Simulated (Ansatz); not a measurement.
CuO:

```
CELL_PARAMETERS angstrom
0.00000 -2.11656 -2.11656
-2.11656 0.00000 -2.11656
2.11656 2.11656 -4.23312
ATOMIC_POSITIONS crystal
Cu 0.50389 0.47699 0.48801
Cu 0.00389 0.97699 0.98801
O 0.74611 0.77301 0.76199
O 0.24611 0.27301 0.26199
```

The cell comes from a database or a generator and needn't be the stable form of this composition.

The cell isn't the ideal one: all O atoms moved 0.2 Å in one direction.

| Quantity | Value |
| --- | --- |
| Program | Ansatz 0.2.0 |
| Task | relaxation of cell and atoms |
| Functional | PBE |
| Potentials or basis | Ansatz PAW earlier set |
| Cutoff | 1050 eV |
| Density cutoff | 4200 eV |
| k mesh | 10 × 10 × 6 |
| Occupations | fermi-dirac, width 0.05 eV |
| Spin | no spin polarisation |

At the start: volume 9.48 Å³/atom.

Question: Where does the relaxation end?

Answer: It ends after 6 steps and the volume is 9.56 Å³/atom (+0.8 %); space group Fm-3m (No. 225, to 0.05 Å).

Step by step:
```
step  energy change (eV)  largest force (eV/Å)  volume (Å³)
   1              0.0000                1.2004        37.93
   2             -0.0751                0.9605        38.22
   3             -0.2322                0.0121        38.21
   4             -0.2324                0.0043        38.22
   5             -0.2326                0.0001        38.23
   6             -0.2327                0.0001        38.23
```

Final structure:
```cif
data_structure
_symmetry_space_group_name_H-M 'P 1'
_symmetry_Int_Tables_number 1
_cell_length_a 2.9995
_cell_length_b 2.9985
_cell_length_c 5.1945
_cell_angle_alpha 73.369
_cell_angle_beta 73.379
_cell_angle_gamma 60.108
_cell_volume 38.23
loop_
_atom_site_label
_atom_site_type_symbol
_atom_site_fract_x
_atom_site_fract_y
_atom_site_fract_z
_atom_site_occupancy
Cu1 Cu 0.50000 0.50000 0.50000 1
Cu2 Cu 0.00000 0.00000 0.00000 1
O1 O 0.75000 0.75000 0.75000 1
O2 O 0.25000 0.25000 0.25000 1
```

Caveat: the plane-wave basis is chosen anew once the cell has moved, so the energies of steps on either side of that aren't comparable; the run has no spin polarisation, though such a crystal can be magnetic.
